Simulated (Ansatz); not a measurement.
# MnO (Fm-3m) in Ansatz: further runs

One crystal, MnO, is run at these levels: PBEsol; tasks: phonons, elastic constants.

Program: Ansatz 0.2.0. These are calculated values, not measurements. Logs are shortened: lines on timing, memory, paths and dates and some standing lists are left out, and cuts for length are marked.

## Step 1: The structure

The structure is cubic, space group Fm-3m (No. 225). The conventional cell has a = 4.448 Å, b = 4.448 Å, c = 4.448 Å, α = 90.00°, β = 90.00°, γ = 90.00°. Mn (site symmetry m-3m) has 6 O at 2.22 Å as nearest neighbours. Around O (site symmetry m-3m) lie 6 Mn at 2.22 Å.

The cell is a database's computed one.

## Step 2: Phonons, PBEsol, collinear spin, ferromagnetic start

The input, input.yaml:

```yaml
crystal:
  lattice:
    - [0.0, 2.2239077028, 2.2239077028]
    - [2.2239077028, 0.0, 2.2239077028]
    - [2.2239077028, 2.2239077028, 0.0]
  atoms:
    - { symbol: Mn, position: [0.0, 0.0, 0.0], spin: 4.0 }
    - { symbol: O, position: [0.5, 0.5, 0.5] }
hamiltonian:
  xc: pbesol
  pseudopotentials: { kind: paw }
magnetization:
  spin_polarized: true
kpoints:
  mp_grid: { grid: [10, 10, 10] }
scf:
  occupations: { method: fermi_dirac, width: 0.05 }
phonons:
  method: dfpt
  qmesh: [2, 2, 2]
  temperatures: { t_max: 1000, t_step: 100 }
  qpath:
    path:
      - [[0.0, 0.0, 0.0], [0.5, 0.0, 0.5], [0.5, 0.25, 0.75], [0.375, 0.375, 0.75], [0.0, 0.0, 0.0], [0.5, 0.5, 0.5], [0.625, 0.25, 0.625], [0.5, 0.25, 0.75], [0.5, 0.5, 0.5], [0.375, 0.375, 0.75]]
      - [[0.625, 0.25, 0.625], [0.5, 0.0, 0.5]]
    npoints: 8
```

Potentials or basis: Ansatz PAW.

On the command line:

```
$ ansatz run input.yaml --threads 2 --pin off --max-ram 5632MiB --backend cpu --events-out ev --progress --plain --runs-dir out
```

Output:

```text
Warning: RAYON_NUM_THREADS=2 ignored (pool sized by the plan → 2); use --threads N
Engine: ansatz 0.2.0, x86_64-unknown-linux-gnu
Pseudopotentials: kind: paw
Pseudopotential: Mn, paw, valence charge 15, recommended cutoff 420 eV (normal), Mn.paw.azcp
Pseudopotential: O, paw, valence charge 6, recommended cutoff 420 eV (normal), O.paw.azcp
Functional definition: PBEsol
  exchange = pbesol_x
  correlation = pbesol_c
Crystal: 2 atoms, lattice volume = 21.998 Å³
Basis set: ecut = 420 eV, 411 PW (Γ), exchange–correlation on 48×48×48 points (8 copies of the dense FFT grid, shifted against one another)
Bands: 17, of which v1, the nominal top of the filled ones, is band 11 counted from 1 (10 counted from 0)
Symmetry: 48 space group operations
Space group: Fm-3m (ITA 225), of the structure as read, at distance tolerance 2.8e-5 Å
Magnetic group: BNS 225.116 (UNI 1618), of the structure as read, at distance tolerance 2.8e-5 Å
k-points: 47 of 1000
Non-local potential: Mn, projectors of the file, l = 0: 3, l = 1: 2, l = 2: 3, l = 3: 1
Non-local potential: O, projectors of the file, l = 0: 2, l = 1: 2, l = 2: 1
PAW form: soft (Blöchl's): semilocal exchange-correlation on the pseudo side does not see the compensation charge
PAW frozen core: Mn, regenerated for the run's functional, and the local potential with it (the file was generated under x = pbe(κ = 0.804, μ = 0.2195149727645171), c = pbe(β = 0.06672455060314922))
PAW frozen core: O, regenerated for the run's functional, and the local potential with it (the file was generated under x = pbe(κ = 0.804, μ = 0.2195149727645171), c = pbe(β = 0.06672455060314922))
PAW one-centre angular grid: Mn, 590 points (default); XC on 64 Gauss nodes
PAW one-centre angular grid: O, 110 points (default); XC on 64 Gauss nodes
Initial density: superposition of atomic densities (chi_scale 0.1, normalization cell, long waves kept (reshape's long-wave potential 0.00 eV rms))
Starting moments: Σ|m| = 4 μB on 1 of 2 sites
Initial wavefunctions: pseudopotential atomic-orbital guess
Functional: x = pbesol(κ = 0.804, μ = 0.12345679012345678), c = pbesol(β = 0.046)
SCF 1 converged in 12 iterations: F = -4429.308427 eV  dr2 = 8.71e-11
a single point of the input's cell can leave the moments in the input for a lower state (scf.lower_state_search): this run first made a single point of its cell. This run's own SCFs start from the density of the state that the single point found, with the moments in the input. The single point stayed on the moments in the input.
Initial density: read from a saved state, or passed on in memory by an earlier SCF of this step, an earlier step, the calling program or the single point that the run made first
Stability of the state it starts from, as read at its close in the collinear treatment: not read negative (Ritz values of 1 − χ₀K, real part plus size of imaginary part, from 0.73 to 0.90, by its mixing steps under the symmetry group of the SCF that read it); its run was given moments
Starting moments: Σ|m| = 4 μB on 1 of 2 sites; this step starts from the density that it was given
iter 1 solved again at ethr=6.01e-10 eV; its pass at ethr=3.10e-3 eV (dr2=1.26e-7 eV) is discarded
SCF iter   1: F=—  HF=-4429.308427 eV  |F-HF|=—  |Δ(HF+E_count)|=         —  Δρ=7.30e-7 (↑7.30e-7 ↓3.57e-7)  dr2=4.53e-11  dr2_m=5.38e-11  M=4.766 μB ∫|m|=4.766 μB  β_m=0.65  ethr=6.01e-10  ⟨swp⟩=3.1  Hψ=11414  notcnv=0
preconditioner: auto → none  [metal: Δε(μ)=0.017 eV  Ē_g=13.088 eV  σ=0.050 eV  W_gap=0.09  n_scr=0 (ndim 8)  ℏωp=28.5 eV  f_vac=0.000  D(μ)=1.11/eV (n_scr^D=14)]
SCF iter   2: F=—  HF=-4429.308427 eV  |F-HF|=—  |Δ(HF+E_count)|=  2.64e-11  Δρ=2.55e-7 (↑7.21e-8 ↓2.55e-7)  dr2=7.51e-12  dr2_m=3.17e-12  M=4.766 μB ∫|m|=4.766 μB  β_m=0.48  ethr=1.00e-12  ⟨swp⟩=2.0  Hψ=2452  notcnv=0
SCF iter   3: F=-4429.308427 eV  HF=-4429.308427 eV  |F-HF|=9.09e-13  |Δ(HF+E_count)|=  1.82e-12  Δρ=1.36e-7 (↑1.36e-7 ↓9.00e-8)  dr2=1.01e-12  dr2_m=2.40e-12  M=4.766 μB ∫|m|=4.766 μB  ethr=1.00e-12  ⟨swp⟩=3.5  Hψ=5668  notcnv=0
SCF 2 converged in 3 iterations: F = -4429.308427 eV  dr2 = 1.01e-12
iter 1 solved again at ethr=8.19e-10 eV; its pass at ethr=3.10e-3 eV (dr2=1.72e-7 eV) is discarded
SCF iter   1: F=—  HF=-4429.308427 eV  |F-HF|=—  |Δ(HF+E_count)|=         —  Δρ=1.43e-7 (↑1.43e-7 ↓8.46e-8)  dr2=1.93e-12  dr2_m=2.34e-12  M=4.766 μB ∫|m|=4.766 μB  β_m=0.30  ethr=8.19e-10  ⟨swp⟩=3.0  Hψ=11406  notcnv=0
preconditioner: auto → none  [metal: Δε(μ)=0.017 eV  Ē_g=13.088 eV  σ=0.050 eV  W_gap=0.09  n_scr=8 (ndim 8)  ℏωp=28.5 eV  f_vac=0.000  D(μ)=1.11/eV (n_scr^D=14)]
SCF iter   2: F=-4429.308427 eV  HF=-4429.308427 eV  |F-HF|=0.00e0  |Δ(HF+E_count)|=  1.33e-10  Δρ=9.25e-8 (↑8.04e-8 ↓9.25e-8)  dr2=9.25e-13  dr2_m=1.17e-12  M=4.766 μB ∫|m|=4.766 μB  ethr=1.00e-12  ⟨swp⟩=4.7  Hψ=5413  notcnv=0
SCF 3 converged in 2 iterations: F = -4429.308427 eV  dr2 = 9.25e-13
phonons: the bands overlap, so this run is a metal and interpolates without the dipole-dipole term. If the crystal is really an insulator or semiconductor, its LO-TO splitting is missing
NSCF: frozen V_eff on 47 k-points
NSCF: frozen V_eff on 102 k-points
DFPT response loops at q = (0, 0, 0) (fractional): preconditioner auto → Kerker (q_TF=auto, 2.707 Å⁻¹) (partly filled bands, converged f_vac=0.000); β = 1.00, the filter's whole step (`scf.mixing.beta` (0.30) is not read by the response loops under this deck's `scf.mixing.preconditioner`; to damp them name `kerker` or `kerker_dos`, under which they read `scf.mixing.beta`, and type it under 1.00, their step now; both keys bind the ground state too); Broyden in place of MSR1
NSCF: frozen V_eff on 564 k-points
DFPT response loops at q = (0, 0, -0.5) (fractional): mixed as the last ones told, above
NSCF: frozen V_eff on 342 k-points
DFPT response loops at q = (0, -0.5, -0.5) (fractional): mixed as the last ones told, above
SCF converged after 3 iterations
Magnetization: 4.7661 μB (12.8830 up, 8.1170 down)
Absolute magnetization: 4.7661 μB (∫|ρ↑−ρ↓|, with the PAW one-centre terms)
Spin contamination: 0.0109 ħ² per cell (⟨S²⟩ above its minimum at these occupations)
Per-site moments (μB) at R_I (Å): [(4.032827255386332, 0.9173619274050001), (0.23152736635370774, 0.9173619274050001)]
Free energy (F): -4429.308427 eV
Harris-Foulkes:  -4429.308427 eV  (|F-HF|=9.09e-13)
Internal energy: -4429.299583 eV  (E = F + TS)
E sigma→0 (E₀):  -4429.304005 eV
Entropy (-TS):   -0.008844 eV (-4.422 meV/atom)
Fermi energy:    13.244110 eV
--- Per-component energies (eV) ---
  E_band       = -249.513926
  E_kinetic    = 473.000966
  E_local      = -2230.899917  (includes V_loc(G=0)·N_el)
  E_nonlocal   = 303.845275
  E_hartree    = 891.637621
  E_xc         = -182.453838
  E_vxc        = -234.269270  (∫ρ·V_xc dr)
  E_paw        = -1430.065081  (= ΣΔE_a)
  E_vpaw       = -344.468640  (= ΣTr[D̂ρ^β])
  E_aug_tail   = 0.002377  (compensation charges beyond the density's cutoff)
  E_ewald      = -2254.571925
  E_core_change = 0.204938  (= ΣΔE_core)
  E_smearing   = -0.008844  (= −TS)
  E_closure    = 0.000000  (closes the sum)
  Σ components = -4429.308427   (vs F -4429.308427, Δ=0.00e0)
--- Band table (eV; the first three rows and the last of 94) ---
  k-point 0 ↑: bands = ["-68.0647", "-36.9254", "-36.9254", "-36.9254", "-6.9966", "9.4443", "9.4443", "9.4443", "10.0398", "10.0398", "10.0398", "10.5673", "10.5673", "12.5968", "26.9644", "29.2910", "29.2910"]
  k-point 1 ↑: bands = ["-68.0641", "-36.9317", "-36.9262", "-36.9262", "-6.9099", "8.5654", "8.9110", "8.9110", "10.1576", "10.1576", "10.2895", "11.1083", "11.1083", "13.3026", "25.8709", "28.9393", "28.9393"]
  k-point 2 ↑: bands = ["-68.0624", "-36.9481", "-36.9283", "-36.9283", "-6.6740", "7.2206", "8.1811", "8.1811", "10.3719", "10.3719", "10.5467", "11.9654", "11.9654", "14.6167", "23.9115", "27.7395", "27.7395"]
  k-point 46 ↓: bands = ["-63.3618", "-32.3689", "-32.3555", "-32.3415", "-5.4994", "7.2392", "7.8120", "8.0594", "13.9652", "14.9279", "15.3748", "15.6483", "16.0842", "21.6559", "22.3831", "23.2597", "25.9023"]
--- Phonons (Γ-DFPT): 2 representative perturbations + reference (Σ response iterations 6) ---
  ASR residual: 3.026e-4 → 0.000e0 eV/Å²; symmetrization residual: 4.842e-7 eV/Å²
  ASR residual per site (eV/Å²): 3.03e-4 2.11e-5
  Γ frequencies (cm⁻¹): 0.00 0.00 0.00 261.69 261.69 261.69
--- Phonons (arbitrary-q DFPT): 3 irreducible q on the 2×2×2 mesh ---
  q = [0.0000, 0.0000, 0.0000] (star 1, of the zone-centre solve; hermiticity 3.10e-7, symmetrization 7.86e-12): -0.00 0.00 0.00 261.69 261.69 261.69
  q = [0.0000, 0.0000, -0.5000] (star 4, 2 solved perturbations on 282 of 1000 k-point pairs; hermiticity 1.13e-13, symmetrization 3.58e-13): 130.39 130.39 140.72 140.72 291.92 381.33
  q = [0.0000, -0.5000, -0.5000] (star 3, 4 solved perturbations in 546 linear systems a pass and spin channel, the states on 171 of 1000 k-point pairs; hermiticity 6.75e-7, symmetrization 3.19e-13): 152.76 152.76 205.60 303.27 303.27 359.24
  sum rule: each row above includes the acoustic sum rule's correction from the zone centre's row sums; it moved no ω² by more than (1.22 cm⁻¹)²
  mesh force constants: q→R imaginary residual 1.44e-17; ASR residual 3.026e-4 → 0.000e0 eV/Å²; symmetrization residual 4.441e-15 eV/Å²
  interpolated dispersion: 82 rows × 6 modes
  density of states and harmonic sums: on the 24×24×24 q-mesh, interpolated from the force constants of a 2×2×2 supercell (no non-analytic term)
  largest difference from the sums on the solved wave vectors: F 4.69e-2 eV, S 7.88e-5 and C_V 3.18e-5 eV/K
  zero-point energy: 0.081801 eV/cell   skipped modes (ω ≤ 0): 7, of them read as no rigid motion or as one in doubt: 4 (5.208e-3 modes/cell left out, lowest -15.99 cm⁻¹)   left out of the sums: 9.04e-4 of the cell's modes: C_V's classical limit lies that fraction below 3 k_B per atom; for a crystal, a wire or a layer, F and S can be off by more, and a phonons.interpolated_qmesh denser along its periods is the remedy for the sampling
```

It took 42 s on 2 threads of AMD EPYC 7R43 (Zen 3), shared host; peak memory 0.86 GiB.

What came out:

```yaml
Free_energy: -4429.3084 eV
Band_gap_on_the_k_mesh: none (metal or under the smearing width)
Net_moment: 4.77 μB per cell
Absolute_moment: 4.77 μB per cell
Site_moments: Mn +4.03; O +0.23 μB
Highest_phonon_frequency: 381 cm⁻¹
```

Phonon frequencies in cm⁻¹ (negative: imaginary):
```tsv
q point	frequencies
(0.000, 0.000, 0.000)	0 0 0 262 262 262
(0.000, 0.000, -0.500)	130 130 141 141 292 381
(0.000, -0.500, -0.500)	153 153 206 303 303 359
```

Caveat: the q mesh is small, so phonon branches between its points and thermal values are rough; a cell with one magnetic atom can't hold antiferromagnetic order, which such compounds often take; semilocal functionals often make such compounds metallic where correlation or magnetic order opens a gap, which also shifts bond lengths; the PAW data sets come from PBE, with cores solved anew for the run's functional, which leaves a small shift of forces and pressure. With open d or f shells a metallic result of PBEsol can be an artefact of self-interaction; +U or a hybrid may open a gap.

## Step 3: Elastic constants, PBEsol, collinear spin, ferromagnetic start

The input, input.yaml:

```yaml
crystal:
  lattice:
    - [0.0, 2.2239077028, 2.2239077028]
    - [2.2239077028, 0.0, 2.2239077028]
    - [2.2239077028, 2.2239077028, 0.0]
  atoms:
    - { symbol: Mn, position: [0.0, 0.0, 0.0], spin: 4.0 }
    - { symbol: O, position: [0.5, 0.5, 0.5] }
hamiltonian:
  xc: pbesol
  pseudopotentials: { kind: paw }
magnetization:
  spin_polarized: true
kpoints:
  mp_grid: { grid: [10, 10, 10] }
scf:
  occupations: { method: fermi_dirac, width: 0.05 }
output:
  forces: true
  stress: true
elastic:
  mode: clamped_ion
  stencil: two_point
```

Potentials or basis: Ansatz PAW.

On the command line:

```
$ ansatz run input.yaml --threads 2 --pin off --max-ram 5632MiB --backend cpu --events-out ev --progress --plain --runs-dir out
```

Output:

```text
Warning: RAYON_NUM_THREADS=2 ignored (pool sized by the plan → 2); use --threads N
Engine: ansatz 0.2.0, x86_64-unknown-linux-gnu
Pseudopotentials: kind: paw
Pseudopotential: Mn, paw, valence charge 15, recommended cutoff 420 eV (normal), Mn.paw.azcp
Pseudopotential: O, paw, valence charge 6, recommended cutoff 420 eV (normal), O.paw.azcp
Functional definition: PBEsol
  exchange = pbesol_x
  correlation = pbesol_c
Crystal: 2 atoms, lattice volume = 21.998 Å³
Basis set: ecut = 420 eV, 411 PW (Γ), exchange–correlation on 48×48×48 points (8 copies of the dense FFT grid, shifted against one another)
Bands: 17, of which v1, the nominal top of the filled ones, is band 11 counted from 1 (10 counted from 0)
Symmetry: 48 space group operations
Space group: Fm-3m (ITA 225), of the structure as read, at distance tolerance 2.8e-5 Å
Magnetic group: BNS 225.116 (UNI 1618), of the structure as read, at distance tolerance 2.8e-5 Å
k-points: 47 of 1000
Non-local potential: Mn, projectors of the file, l = 0: 3, l = 1: 2, l = 2: 3, l = 3: 1
Non-local potential: O, projectors of the file, l = 0: 2, l = 1: 2, l = 2: 1
PAW form: soft (Blöchl's): semilocal exchange-correlation on the pseudo side does not see the compensation charge
[... 111 lines left out ...]
  k-point 1 ↑: bands = ["-68.0641", "-36.9317", "-36.9262", "-36.9262", "-6.9099", "8.5654", "8.9110", "8.9110", "10.1576", "10.1576", "10.2895", "11.1083", "11.1083", "13.3026", "25.8709", "28.9393", "28.9393"]
  k-point 2 ↑: bands = ["-68.0624", "-36.9481", "-36.9283", "-36.9283", "-6.6740", "7.2206", "8.1811", "8.1811", "10.3719", "10.3719", "10.5467", "11.9654", "11.9654", "14.6167", "23.9115", "27.7395", "27.7395"]
  k-point 46 ↓: bands = ["-63.3618", "-32.3689", "-32.3555", "-32.3415", "-5.4994", "7.2392", "7.8120", "8.0594", "13.9652", "14.9279", "15.3748", "15.6483", "16.0842", "21.6559", "22.3831", "23.2597", "25.9023"]
--- Elastic constants: 2 strain directions × 2 members + reference (group order 48) ---
  dense FFT box of the reference and of every strained cell: 24×24×24
  strains applied: 11, 23; error gains: componentwise 1.00 (the most a stress slope's error grows in a printed constant), spectral 1.73 (1 for all six strains in a standard setting)
  C = ∂σ_k/∂η_j (tension-positive GPa; Voigt order 11 22 33 23 13 12):
        55.234    104.446    104.446     -0.000     -0.000      0.000
       104.446     55.234    104.446      0.000     -0.000      0.000
       104.446    104.446     55.234      0.000      0.000      0.000
         0.000     -0.000     -0.000     64.366      0.000      0.000
        -0.000      0.000     -0.000     -0.000     64.366     -0.000
         0.000     -0.000     -0.000     -0.000      0.000     64.366
  reference stress σ⁰ (GPa):      7.165      7.165      7.165      0.000      0.000     -0.000
  C* (energy form; C + prestress term) asymmetry max|C*_kj − C*_jk| = 1.421e-14 GPa — a small one proves nothing (zero by symmetry where the batch's group is 432, −43m or m−3m); a large one is finite-difference/SCF noise where every solve meets its electron count
  moduli (Voigt/Reuss/Hill, GPa): K = 88.04/88.04/88.04   G = 28.78/-144.21/-57.71   E = -221.55   ν = 0.919
  mechanically stable: NO (min eigenvalue of sym C = -49.21 GPa)
  strain η (Voigt 11):  stress-route row diagonal C_11 = 55.23 GPa, energy-path curvature d²(F+E_count+ΔE)/dδ²/Ω₀ = 55.05 GPa
         δ    σ_11 (GPa)             F (eV)   n_scf  n_hpsi   n_pw
    -2.000e-3       7.0592       -4429.3103393       9   61068    444
     2.000e-3       7.2801       -4429.3064119       7   54641    444
  strain η (Voigt 23):  stress-route row diagonal C_44 = 64.37 GPa, energy-path curvature d²(F+E_count+ΔE)/dδ²/Ω₀ = 60.15 GPa
         δ    σ_23 (GPa)             F (eV)   n_scf  n_hpsi   n_pw
    -2.000e-3      -0.1287       -4429.3083723       8  104331    444
     2.000e-3       0.1287       -4429.3083723       6   82668    444
```

elastic_members.tsv:

```text
[... 14 lines left out ...]
3	2.0000000000e-3	7.1649822222e0	7.1647906970e0	7.1647906970e0	1.2873337834e-1	3.3352001036e-15	-1.3896667098e-15	-4.4293083723e3	-4.4293039501e3	6	82668	444	nan	nan	0.0000000000e0	-6.3930888620e-1	-6.3878791766e-1	-6.3878791766e-1	4.2236467270e-4	1.8490438400e-18	-2.7141927926e-18	8.3009158971e-5	0.0000000000e0
```

Run time: 12 s. Hardware: 2 threads of AMD EPYC 7R43 (Zen 3), shared host; peak memory 0.47 GiB.

What came out:

```yaml
Free_energy: -4429.3084 eV
Pressure: -7.2 GPa
Band_gap_on_the_k_mesh: none (metal or under the smearing width)
Net_moment: 4.77 μB per cell
Absolute_moment: 4.77 μB per cell
Site_moments: Mn +4.03; O +0.23 μB
Clamped-ion_elastic_constants_C11_C12_C44: 55, 104, 64 GPa
Voigt_bulk_modulus: 88 GPa
```

Elastic tensor in Voigt notation (GPa, ions clamped, in the Cartesian axes of the cell as first typed):
```
 55 104 104   0   0   0
104  55 104   0   0   0
104 104  55   0   0   0
  0   0   0  64   0   0
  0   0   0   0  64   0
  0   0   0   0   0  64
```

Caveat: the cell is more than 3 GPa from zero pressure, which shifts response properties; the elastic tensor has a negative eigenvalue, so either the cell is unstable as it stands or the mesh is too thin; the pressure holds a Pulay correction of +0.6 GPa for the finite cutoff; a cell with one magnetic atom can't hold antiferromagnetic order, which such compounds often take; semilocal functionals often make such compounds metallic where correlation or magnetic order opens a gap, which also shifts bond lengths; the PAW data sets come from PBE, with cores solved anew for the run's functional, which leaves a small shift of forces and pressure.
